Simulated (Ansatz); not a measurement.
ZrO₂:
```
ZrO2
1.0
    0.00000     2.54470     2.54470
    2.54470     0.00000     2.54470
    2.54470     2.54470     0.00000
Zr O
1 2
Cartesian
  0.00000   0.00000   0.00000
  1.27235   1.27235   1.27235
  3.81705   3.81705   3.81705
```

Tensor components refer to the Cartesian frame of this cell.

Problem. Give the high-frequency dielectric tensor and the Born effective charge tensors of the independent atoms from DFPT, the program Ansatz at the r²SCAN level (PAW).

Solution. 
ε∞:
```
5.32  0.00  0.00
0.00  5.32  0.00
0.00  0.00  5.32
```
Z* of atom 1 (Zr), rows: field, columns: displacement, in e:
```
5.68  0.00  0.00
0.00  5.68  0.00
0.00  0.00  5.68
```
Z* of atom 2 (O), rows: field, columns: displacement, in e:
```
-2.84   0.00   0.00
 0.00  -2.84   0.00
 0.00   0.00  -2.84
```

Static charges for comparison (Bader): Zr1 +2.72, O2 -1.36 e. Born charges measure polarisation by displacement and can exceed these by far.

Space group Fm-3m (fluorite). This is a known high-temperature phase of the composition, computed here at zero pressure and temperature. The cell was relaxed with r²SCAN under the symmetry of its start. At this level the phase is dynamically unstable (imaginary phonons). The run is not spin-polarised. Scalar-relativistic: spin–orbit coupling is off unless named, which matters more the heavier the elements.

Potentials: the later of the program's two PAW sets.
